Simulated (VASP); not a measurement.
Write the native input for VASP 6.6.1 that does the following.

| Item | Value |
| --- | --- |
| Task | relaxation of cell and atoms |
| Functional | PBE |
| Dispersion | MBD |
| Potentials or basis | VASP PAW PBE potentials, release 64 (Zn, S) |
| Cutoff | 600 eV |
| k mesh | 8 × 8 × 5 |
| Occupations | fermi-dirac, width 0.05 eV |
| Spin | no spin polarisation |
| Further INCAR settings | ALGO = Normal; EDIFF = 1e-06; IBRION = 2; EDIFFG = -0.02; NSW = 60; ISIF = 3 |

The structure of ZnS (Wurtzite-2H) lies in POSCAR:

```
ZnS
1.0
    3.8110000000      0.0000000000      0.0000000000
   -1.9055000000      3.3004228138      0.0000000000
    0.0000000000      0.0000000000      6.2340000000
Zn S
2 2
Direct
    0.6666666667      0.3333333333      0.5000000000
    0.3333333333      0.6666666667      0.0000000000
    0.6666666667      0.3333333333      0.8850000000
    0.3333333333      0.6666666667      0.3850000000
```

These files were run (other wordings do the same):

INCAR

```
ALGO = Normal
EDIFF = 1E-6
EDIFFG = -0.02
ENCUT = 600
GGA = PE
IBRION = 2
ISIF = 3
ISMEAR = -1
IVDW = 202
LASPH = T
LCHARG = F
LREAL = F
LWAVE = F
NELM = 60
NSW = 60
PREC = Accurate
SIGMA = 0.05
```

KPOINTS

```
k-points
0
Gamma
  8 8 5
```

Potentials or basis: VASP PAW PBE potentials, release 64 (Zn, S).

The run is started by

```bash
$ cat potpaw_PBE.64/Zn/POTCAR potpaw_PBE.64/S/POTCAR > POTCAR
$ mpirun -np 1 vasp_std > vasp.out
```

Results of the run:

- Relaxed volume: 19.72 Å³/atom
- Relaxed cell: a = 3.817 Å, b = 3.817 Å, c = 6.253 Å, α = 90.00°, β = 90.00°, γ = 120.00°
- Space group after relaxing (to 0.05 Å): P6_3mc (No. 186)
- Energy gained by relaxing: 5.7 meV/atom
- Ionic steps: 6
- Pressure after relaxing: 0.0 GPa
- Largest force after relaxing: 0.009 eV/Å
- Band gap on the k mesh: 2.19 eV, direct
- Hirshfeld charges: Zn +0.23; S -0.23 e
- Dispersion energy per atom: -0.223 eV

Wall time 3.6 min on 1 thread of Intel(R) Xeon(R) Platinum 8488C (Sapphire Rapids) (shared host), peak memory 0.23 GiB.
